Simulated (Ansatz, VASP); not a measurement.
**C in VASP and in Ansatz**

INCAR

```
ALGO = Normal
EDIFF = 1E-7
ENCUT = 520
GGA = CA
ISIF = 2
ISMEAR = 0
LASPH = True
LCHARG = False
LREAL = False
LWAVE = False
NBANDS = 11
NELM = 100
PREC = Accurate
SIGMA = 0.05
```

The input KPOINTS:

```
k-points
0
Gamma
  12 12 12
```

Contents of POSCAR:

```
C
1.0
    0.0000000000      1.7614587407      1.9872777513
    1.7614587407      0.0000000000      1.9872777513
    1.7614587407      1.7614587407      0.0000000000
C
2
Direct
    0.5000000000      0.5000000000      0.5000000000
    0.7500000000      0.7500000000      0.7500000000
```

Input for Ansatz:

```yaml
crystal:
  lattice:
    - [0.0, 1.7614587407, 1.9872777513]
    - [1.7614587407, 0.0, 1.9872777513]
    - [1.7614587407, 1.7614587407, 0.0]
  atoms:
    - { symbol: C, position: [0.5, 0.5, 0.5] }
    - { symbol: C, position: [0.75, 0.75, 0.75] }
basis:
  ecutwfc: 520.0
kpoints:
  mp_grid: { grid: [12, 12, 12] }
hamiltonian:
  xc: lda
  pseudopotentials: { kind: paw, azcp: { folder: soft_1 } }
scf:
  occupations: { method: gaussian, width: 0.05 }
output:
  forces: true
  stress: true
  eigenvalues: true
```

Alike in both runs: task single point; functional LDA; k mesh 12 × 12 × 12; occupations gaussian, width 0.05 eV; no spin polarisation.

|  | VASP | Ansatz |
| --- | --- | --- |
| version | VASP 6.6.1 | Ansatz 0.2.0 |
| potentials or method | VASP PAW LDA potentials, release 64 (C) | scalar-relativistic, plane waves, PAW |
| plane-wave cutoff (eV) | 520 | 520 |
| valence electrons in the cell | 8 | 8 |

VASP gave:

```
gap on the k mesh at the Fermi level (eV) : 2.50
least direct gap on the mesh (eV)         : 4.32
```

**Question.** What did Ansatz give for the same quantities?

**Answer.** gap on the k mesh at the Fermi level (eV): 2.51; least direct gap on the mesh (eV): 4.32.

Ansatz warned: «pseudo_functional_mismatch».
